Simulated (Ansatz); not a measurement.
KTaO₃ (cubic perovskite), relaxed with r2SCAN in Ansatz: space group Pm-3m (No. 221), cubic; conventional cell a = 3.990 Å, 12.71 Å³ an atom. Around K lie 12 O at 2.82 Å; around Ta lie 6 O at 2.00 Å; around O lie 2 Ta at 2.00 Å and 4 K at 2.82 Å. It was then strained (epitaxial in the xy plane), atoms relaxed again within the symmetry left. Unstrained, HSE06 gives 3.565 eV (R → Γ, 4×4×4 mesh), and the band edges keep their places in every row. The normal direction was relaxed to zero stress. Only one sign of strain is shown, since it lowers the symmetry, and equivalent edge states can then move with another slope on the other side. Stress is positive in compression. (Simulation; spin polarisation is off.)

Axes as in this cell:
```
K Ta O
1.0
     3.99013    0.00000    0.00000
     0.00000    3.99013    0.00000
     0.00000    0.00000    3.99013
K Ta O
1 1 3
Direct
  0.00000 0.00000 0.00000
  0.50000 0.50000 0.50000
  0.50000 0.50000 0.00000
  0.50000 0.00000 0.50000
  0.00000 0.50000 0.50000
```

```tsv
strain (%)	ε	ΔE_g, HSE06 (eV)	Δσ_xx, r2SCAN (GPa)
-4.0	-0.0400	+0.105	+26.05
-3.0	-0.0300	+0.084	+18.41
-1.5	-0.0150	+0.045	+8.42
-1.0	-0.0100	+0.031	+5.45
```

(1) Fit ΔE_g = a x + b x² to these rows by least squares, with x = ε.

(2) Fit the change of σ_xx in the same way.

(3) Predict the withheld row at -2.0 % (x = -0.0200).

Answers

(1) The normal equations take Σx² = 2.825e-03, Σx³ = -9.538e-05, Σx⁴ = 3.431e-06, ΣxΔE = -7.705e-03 and Σx²ΔE = 2.568e-04, and give a = -3.26 eV, b = -15.7 eV; the largest residual is 0.000 eV.

(2) Δσ_xx = -506.7 x + (3604) x² GPa. The slope, 507 GPa, is the biaxial modulus of the film.

(3) ΔE_g ≈ -3.26 × (-0.0200) + (-15.7) × (-0.0200)² = +0.059 eV, and Δσ_xx ≈ +11.58 GPa. The runs give +0.059 eV and +11.57 GPa, off by 0.000 eV and -0.01 GPa.

No spin-orbit coupling is included; it can move band edges with weight on the heavy atoms by tenths of an eV.
